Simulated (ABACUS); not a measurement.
# Nb (Fm-3m) in ABACUS: further runs, part 2 of 2

ABACUS 3.10.1.

### Step 3. Single point, PBE (cell strained by -0.03 along c)

File INPUT:

```
INPUT_PARAMETERS
suffix              Nb
calculation         scf
basis_type          lcao
pseudo_dir          ./
orbital_dir         ./
symmetry            1
dft_functional      pbe
ecutwfc             100
pseudo_rcut         7
nspin               1
nbands              11
ks_solver           genelpa
smearing_method     fd
smearing_sigma      0.00367493
scf_thr             1e-07
scf_nmax            100
mixing_type         broyden
mixing_beta         0.7
cal_force           1
cal_stress          1
out_mul             1
out_chg             1
out_pot             2
out_elf             1
```

File STRU:

```
ATOMIC_SPECIES
Nb 92.9064 Nb.upf

NUMERICAL_ORBITAL
Nb_confined-atom_7au_3s2p2d1f.orb

LATTICE_CONSTANT
1.8897261246

LATTICE_VECTORS
-0.0317250000 2.0832750000 2.1150000000
2.0832750000 -0.0317250000 2.1150000000
2.0515500000 2.0515500000 0.0000000000

ATOMIC_POSITIONS
Direct

Nb
0.0
1
0.0000000000 0.0000000000 0.0000000000 1 1 1
```

File KPT:

```
K_POINTS
0
Gamma
8 8 8 0 0 0
```

Potentials or basis: PseudoDojo NC SR 0.4.1 PBE standard, DZP LCAO (the cutoffs set its grid).

Run with:

```sh
> OMP_NUM_THREADS=1 mpirun -np 4 abacus > log
```

running log:

```text
ABACUS v3.10.1

               Atomic-orbital Based Ab-initio Computation at UStc

 ------------------------------------------------------------------------------------

 READING GENERAL INFORMATION
                           global_out_dir = OUT.Nb/
                           global_in_card = INPUT
                               pseudo_dir = ./
                              orbital_dir = ./
                                    DSIZE = 4
                                    GSIZE = 1

 READING UNITCELL INFORMATION
                                    ntype = 1
                  lattice constant (Bohr) = 1.88973
              lattice constant (Angstrom) = 1

 READING ATOM TYPE 1
                               atom label = Nb
                      L=0, number of zeta = 3
                      L=1, number of zeta = 2
                      L=2, number of zeta = 2
                      L=3, number of zeta = 1
             number of atom for this type = 1

                        TOTAL ATOM NUMBER = 1
DIRECT COORDINATES
    atom                   x                   y                   z     mag                  vx                  vy                  vz
taud_Nb1            0.0000000000        0.0000000000        0.0000000000  0.0000        0.0000000000        0.0000000000        0.0000000000

                          Volume (Bohr^3) = 123.86
                             Volume (A^3) = 18.3541

 Lattice vectors: (Cartesian coordinate: in unit of a_0)
            -0.031725            +2.08327              +2.115
             +2.08327           -0.031725              +2.115
             +2.05155            +2.05155                  +0
 Reciprocal vectors: (Cartesian coordinate: in unit of 2 pi/a_0)
            -0.236407           +0.236407           +0.236407
            +0.236407           -0.236407           +0.236407
            +0.243718           +0.243718           -0.236407
 The esolver type has been set to : ksdft_lcao

                PAO radial cut off (Bohr) = 7

 Read in pseudopotential file is Nb.upf
                     pseudopotential type = NC
          exchange-correlation functional = PBE
                 nonlocal core correction = 1
                        valence electrons = 13
                                     lmax = 2
                           number of zeta = 4
                     number of projectors = 6
                           L of projector = 0
                           L of projector = 0
                           L of projector = 1
                           L of projector = 1
                           L of projector = 2
                           L of projector = 2
     initial pseudo atomic orbital number = 10

 SETUP THE ELECTRONS NUMBER
            electron number of element Nb = 13
      total electron number of element Nb = 13
            AUTOSET number of electrons:  = 13
                           occupied bands = 7
                                   NLOCAL = 26
                                   NBANDS = 11
                                   NBANDS = 11
                                   NLOCAL = 26

%%%%%%%%%%%%%%%%%%%%%%%%%%%%%%%%%%%%%%%%%%%%%%%%%%%%%%%%%%%%%%%%%%%%%%%%%%%%%%%%%%%%%%%%%%%%%%%%%%%%%%%%%%
 Warning: the number of valence electrons in pseudopotential > 5 for Nb: [Kr] 4d4 5s1
 Pseudopotentials with additional electrons can yield (more) accurate outcomes, but may be less efficient.
 If you're confident that your chosen pseudopotential is appropriate, you can safely ignore this warning.
%%%%%%%%%%%%%%%%%%%%%%%%%%%%%%%%%%%%%%%%%%%%%%%%%%%%%%%%%%%%%%%%%%%%%%%%%%%%%%%%%%%%%%%%%%%%%%%%%%%%%%%%%%
[... 145 lines left out ...]
                         number of sticks = 261

 PARALLEL PW FOR WAVE FUNCTIONS
     PROC   COLUMNS(POT)             PW
        1             66            704
        2             65            702
        3             65            702
        4             65            703
 --------------- sum -------------------
        4            261           2811

 SET NONLOCAL PSEUDOPOTENTIAL PROJECTORS
 max number of nonlocal projetors among all species is 6

 -------------------------------------------
 SELF-CONSISTENT
 -------------------------------------------

 SETUP SEARCHING RADIUS FOR PROGRAM TO SEARCH ADJACENT ATOMS
                  longest orb rcut (Bohr) = 7
   longest nonlocal projector rcut (Bohr) = 1.54
                     search radius (Bohr) = 17.1
              searching radius is (Bohr)) = 17.1
         searching radius unit is (Bohr)) = 1.89
                         PeriodicBoundary = 1
                        Radius(unit:lat0) = 9.04
                                   glayer = [ 5, 5, 5 ]
                             glayer_minus = [ 4, 4, 4 ]

Find the coordinate range of the input atom(unit:lat0).
                                  min_tau = [ -16.7, -16.7, -16.9 ]
                                  max_tau = [ 16.7, 16.7, 16.9 ]
                                BoxNumber = [ 9, 9, 9 ]

 SETUP EXTENDED REAL SPACE GRID FOR GRID INTEGRATION
                          real space grid = [ 36, 36, 36 ]
                 big cell numbers in grid = [ 12, 12, 12 ]
             meshcell numbers in big cell = [ 3, 3, 3 ]
                        extended fft grid = [ 19, 19, 19 ]
                dimension of extened grid = [ 51, 51, 51 ]
                            UnitCellTotal = 125
              Atom number in sub-FFT-grid = 1
    Local orbitals number in sub-FFT-grid = 26
                                ParaV.nnr = 15717
                                 init_chg = atomic

 LCAO ALGORITHM --------------- ION=   1  ELEC=   1--------------------------------

 Density error is 0.09482180127
----------------------------------------------------------
     Energy           Rydberg                 eV
----------------------------------------------------------
 E_KohnSham     -124.5247479460      -1694.2461140798
 E_Harris       -126.4518614111      -1720.4658378978
 E_Fermi        1.3749129259         18.7066500457
----------------------------------------------------------
[... 69 lines left out ...]
 Density error is 4.52366101438e-08
----------------------------------------------------------
     Energy           Rydberg                 eV
----------------------------------------------------------
 E_KohnSham     -124.5430615164      -1694.4952829882
 E_KS(sigma->0) -124.5426297809      -1694.4894089245
 E_Harris       -124.5430605669      -1694.4952700694
 E_band         -5.1255226705        -69.7363135474
 E_one_elec     -15.6556626034       -213.0062173723
 E_Hartree      15.1318512816        205.8793987180
 E_xc           -26.1058989116       -355.1889766101
 E_Ewald        -97.9124878118       -1332.1677395964
 E_entropy(-TS) -0.0008634711        -0.0117481273
 E_descf        0.0000000000         0.0000000000
 E_exx          0.0000000000         0.0000000000
 E_Fermi        1.3222476199         17.9901017975
----------------------------------------------------------

 charge density convergence is achieved
 final etot is -1694.495283 eV
 EFERMI = 17.990101798 eV
The vacuum level is 16.941560815 eV

 STATE ENERGY(eV) AND OCCUPATIONS    NSPIN == 1
 1/95 kpoint (Cartesian) = 0.0000 0.0000 0.0000 (520 pws)
       1       -36.8065     0.00390625
       2       -12.2052     0.00390625
       3       -12.1684     0.00390625
       4       -12.1110     0.00390625
       5        11.7772     0.00390625
       6        17.8923     0.00342257
       7        17.9323     0.00297132
       8        18.3849    1.45317e-06
       9        20.6257    5.00700e-26
      10        20.8720    3.62747e-28
      11        29.9134        0.00000
[... 53 lines left out ...]
 6/95 kpoint (Cartesian) = 0.0000 0.0000 0.059102 (522 pws)
       1       -36.7672     0.00781250
       2       -12.3584     0.00781250
       3       -12.2731     0.00781250
       4       -12.1725     0.00781250
       5        12.5216     0.00781250
       6        17.2422     0.00781250
       7        18.3784    3.31331e-06
       8        18.8383    3.35351e-10
       9        19.7460    4.37497e-18
      10        21.1060    6.73224e-30
      11        31.4492        0.00000

[... levels at 89 further k points ...]

 correction force for each atom along direction 1 is 2.10447e-14
 correction force for each atom along direction 2 is 2.83999e-14
 correction force for each atom along direction 3 is 1.15052e-14
------------------------------------------------------------------------------------------
 TOTAL-FORCE (eV/Angstrom)
------------------------------------------------------------------------------------------
                       Nb1         0.0000000000         0.0000000000         0.0000000000
------------------------------------------------------------------------------------------

----------------------------------------------------------------
 TOTAL-STRESS (KBAR)
----------------------------------------------------------------
        25.0627388773       -12.7089538621        -0.0000000000
       -12.7089538621        25.0627388773        -0.0000000000
         0.0000000000         0.0000000000        57.7539775838
----------------------------------------------------------------
 TOTAL-PRESSURE: 35.959818 KBAR

 --------------------------------------------
 !FINAL_ETOT_IS -1694.4952829881510752 eV
 --------------------------------------------
```

Wall time 5 s (4 MPI ranks of Intel Xeon Platinum 8259CL at 2.50GHz (Skylake/Cascade Lake), shared host); peak memory 0.36 GiB.

What came out:

| Item | Value |
| --- | --- |
| Free energy | -1694.4953 eV |
| Pressure | 3.6 GPa |
| Band gap on the k mesh | none (metal or under the smearing width) |

Caveat: the atomic orbitals were generated for these runs and aren't a published set; the basis of atomic orbitals isn't converged, which shifts pressures, moduli and gaps.

### Step 4. Single point, PBE

Changes to INPUT since step 3:

```diff
@@ -22,4 +22 @@
 out_mul             1
-out_chg             1
-out_pot             2
-out_elf             1
```

File STRU:

```
ATOMIC_SPECIES
Nb 92.9064 Nb.upf

NUMERICAL_ORBITAL
Nb_confined-atom_7au_3s2p2d1f.orb

LATTICE_CONSTANT
1.8897261246

LATTICE_VECTORS
0.0000000000 2.1150000000 2.1150000000
2.1150000000 0.0000000000 2.1150000000
2.1150000000 2.1150000000 0.0000000000

ATOMIC_POSITIONS
Direct

Nb
0.0
1
0.0000000000 0.0000000000 0.0000000000 1 1 1
```

KPT is that of step 3.

Run with:

```sh
> OMP_NUM_THREADS=1 mpirun -np 4 abacus > log
```

Run time: 3.4 s. Hardware: 4 MPI ranks of Intel Xeon Platinum 8259CL at 2.50GHz (Skylake/Cascade Lake), shared host; peak memory 0.36 GiB.

It converged, with:

| Item | Value |
| --- | --- |
| Free energy | -1694.4945 eV |
| Pressure | -1.2 GPa |
| Band gap on the k mesh | none (metal or under the smearing width) |

Levels at points of the mesh, in eV from the Fermi level:
| k point | band 4 | band 5 | band 6 | band 7 | band 8 | band 9 |
| --- | --- | --- | --- | --- | --- | --- |
| (0.00, 0.00, 0.00) | -30.25 | -6.14 | 0.10 | 0.10 | 0.10 | 2.66 |
| (0.50, 0.50, 0.50) | -30.40 | -3.81 | -0.09 | -0.09 | 1.37 | 4.59 |
| (0.50, 0.50, 0.00) | -30.66 | -4.03 | -3.30 | 3.55 | 4.56 | 5.14 |

Caveat: the atomic orbitals were generated for these runs and aren't a published set; the basis of atomic orbitals isn't converged, which shifts pressures, moduli and gaps.

### Step 5. Summary

| cell | gap on the mesh (eV) | pressure (GPa) |
| --- | --- | --- |
| cell strained by -0.06 along c | none | 8.8 |
| cell strained by -0.03 along c | none | 3.6 |
| as given | none | -1.2 |

Alike in all rows: task single point; level PBE; potentials or basis PseudoDojo NC SR 0.4.1 PBE standard, DZP LCAO (the cutoffs set its grid); no spin polarisation; k mesh 8 × 8 × 8; cutoff (eV) 1361; smearing fermi-dirac 0.05 eV.

Caveats: the atomic orbitals were generated for these runs and aren't a published set; the basis of atomic orbitals isn't converged, which shifts pressures, moduli and gaps.

Total energies depend on the potentials used, so only differences within one code and one set of settings carry meaning.
